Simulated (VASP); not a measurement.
**KI: single point with r2SCAN**

**What was measured.**

From a printed reference work, monograph, for a bulk crystal of KI: band gap 6.32 eV.

KI:

```
I K
1.0
     0.00000    3.50906    3.50906
     3.50906    0.00000    3.50906
     3.50906    3.50906    0.00000
I K
1 1
Direct
  0.50000 0.50000 0.50000
  0.00000 0.00000 0.00000
```

```
Program             : VASP 6.6.1
Task                : single point
Functional          : r2SCAN
Potentials or basis : VASP PAW PBE potentials, release 64 (I, K_sv)
Cutoff              : 550 eV
k mesh              : 7 × 7 × 7
Occupations         : fermi-dirac, width 0.05 eV
Spin                : no spin polarisation
```

The pressure is 0.4 GPa and the band gap on the k mesh is 4.66 eV.

Levels at points of the mesh, in eV from the valence-band top:
```
           k point  band 4  band 5  band 6  band 7  band 8  band 9  band 10  band 11  band 12  band 13
(0.00, 0.00, 0.00)  -12.34  -10.84    0.00    0.00    0.00    4.66     7.04     7.04     7.04     7.90
```

Run time: 3.2 min on 1 thread of Intel Xeon 8259CL, on a shared host, peak memory 0.27 GiB.

A measured gap of KI is 6.32 eV (a printed reference work, monograph); the calculated 4.66 eV misses it by -1.66 eV. Spin-orbit coupling on I is left out. The value is that of r2SCAN on a finite k mesh, which can miss the band edges, without temperature or zero-point motion.

Caveat: the PAW data sets were made with another functional, which shifts forces and pressure a little; spin-orbit coupling is left out, which moves the levels of the heavy elements; an odd mesh through Γ misses points on the zone boundary, where band edges can lie.
